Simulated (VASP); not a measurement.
Crystal: CdSe.

```
Cd Se
1.0
     0.00000    3.04621    3.04621
     3.04621    0.00000    3.04621
     3.04621    3.04621    0.00000
Cd Se
1 1
Direct
  0.00000 0.00000 0.00000
  0.75000 0.75000 0.75000
```

Measurements of this composition are mostly on another form, of space group No. 186.

Base run:

```yaml
Program: VASP 6.6.1
Functional: HSE06
Potentials_or_basis: VASP PAW PBE potentials, release 64 (Cd, Se)
Cutoff: 520 eV
k_mesh: 6 × 6 × 6
Occupations: gaussian, width 0.03 eV
Spin: no spin polarisation
```

Its results: band gap on the k mesh 1.56 eV, direct; pressure 1.6 GPa.

Question: The run is repeated on the same cell with these changes: functional from HSE06 to PBEsol. What comes out?

Answer: Band gap on the k mesh 0.47 eV, direct; pressure 0.1 GPa.

HSE06 gives the wider gap, since exact exchange removes part of the self-interaction.

Caveats: the PAW data sets were made with another functional, which shifts forces and pressure a little.
